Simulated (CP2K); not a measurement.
Crystal: Cd.

```xyz
2
Lattice="2.9789 0.0000 0.0000 -1.4894 2.5798 0.0000 0.0000 0.0000 5.6177" Properties=species:S:1:pos:R:3 pbc="T T T"
Cd    1.4894    0.8599    4.2132
Cd    0.0000    1.7199    1.4044
```

| Item | Value |
| --- | --- |
| Program | CP2K 2026.2 |
| Task | single point |
| Functional | PBE |
| Potentials or basis | POTENTIAL_UZH Cd GTH-PBE-q12; TZVP-MOLOPT-PBE-GTH basis |
| Density cutoff | 6123 eV |
| k mesh | 10 × 10 × 5 |
| Occupations | fermi-dirac, width 0.05 eV |
| Spin | no spin polarisation |

On this cell: pressure 3.2 GPa; largest force under 0.003 eV/Å; band gap on the k mesh none (metal or under the smearing width).

The same run follows on a disturbed copy (atoms moved at random, drawn with an rms of 0.05 Å):

```
Cd
1.0
     2.97887    0.00000    0.00000
    -1.48944    2.57978    0.00000
     0.00000    0.00000    5.61765
Cd
2
Direct
  0.65588 0.32948 0.76127
  0.31215 0.68112 0.25800
```

**Question.** What changes?

**Answer.** The energy (extrapolated to zero smearing) moves by +0.5 meV/atom; pressure 3.2 GPa; largest force 0.043 eV/Å; band gap on the k mesh none (metal or under the smearing width).

Forces on the atoms (eV/Å):
```
Cd  -0.018  0.016 -0.036
Cd   0.018 -0.015  0.035
```

Stress tensor (GPa, compression positive):
```
 3.98 -0.07  0.01
-0.07  3.87 -0.01
 0.01 -0.01  1.86
```

Caveats: the basis of atomic orbitals isn't converged, which shifts pressures, moduli and gaps.
